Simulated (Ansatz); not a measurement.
AlGa3N4 under strain

Theory: DFT r2SCAN, scalar-relativistic, plane waves, PAW in Ansatz. Settings: 500 eV cutoff, 6×6×6 k-mesh, Gaussian smearing of 0.02 eV, no spin polarisation.

Starting point, cell and atoms relaxed:

```xyz
8
Lattice="4.4653 0.0000 0.0000 0.0000 4.4653 0.0000 0.0000 0.0000 4.4653" Properties=species:S:1:pos:R:3 pbc="T T T"
Al    0.0000    0.0000    0.0000
Ga    2.2327    2.2327    0.0000
Ga    2.2327    0.0000    2.2327
Ga    0.0000    2.2327    2.2327
N     3.3729    3.3729    1.0924
N     3.3729    1.0924    3.3729
N     1.0924    3.3729    3.3729
N     1.0924    1.0924    1.0924
```

Deformation: uniaxial strain along a, with the lengths of b and c and the atoms relaxed and the angles held, all within the symmetry that the strain leaves. Energies are extrapolated to zero smearing. Stress is positive in compression, on the Cartesian axes of the cell above. Gaps are generalised Kohn–Sham gaps over the whole zone.

Strains computed: -3.0, -1.5, +1.5, +3.0 %.

(1) At which strain does the energy stand 5.9 meV/atom over the relaxed crystal with σxx = -5.93, σyy = 0.00, σzz = 0.00 GPa?

Answers

(1) +3.0 %. The gap there is 2.68 eV against 2.82 unstrained.